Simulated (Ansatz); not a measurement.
# Cu: strain energy, fitted

Cu, I4/mmm, a = 2.895 Å, c = 2.739 Å. This isn't the element's structure at ambient conditions. Ansatz: r2SCAN, PAW, 500 eV, Γ-centred 18×18×18 mesh on 2 atoms, Gaussian smearing 0.10 eV; no spin polarisation. Series: strain along c alone, the other axes held, atoms fixed by symmetry; x is the strain in per cent. y is the free energy over the unstrained cell, V0 = 11.479 Å³/atom.

| x (%) | y (meV/atom) |
| --- | --- |
| -3.0 | 6.02 |
| -2.0 | 2.59 |
| -1.0 | 0.62 |
| 0.0 | 0.00 |
| 1.0 | ? |
| 2.0 | 2.35 |
| 3.0 | 5.14 |

Task: Fit y = c2 x² + c3 x³ to the other rows, turn c2 into a modulus, and predict the missing energy.

Result: Least squares on the rows shown. y = 0.6195 x² − 0.01618 x³. In eV per unit strain² c2 is 6.195; this is C33 with relaxed ions (E = ½ C33 V0 ε²): 2 × 6.195 × 160.2 / (11.479) = 173 GPa. At x = 1.0 the fit asked for gives 0.60 meV/atom. The run gave 0.62 meV/atom, so the fit is 0.02 meV/atom too low, within twice the rms miss on the fitted rows (0.01 meV/atom).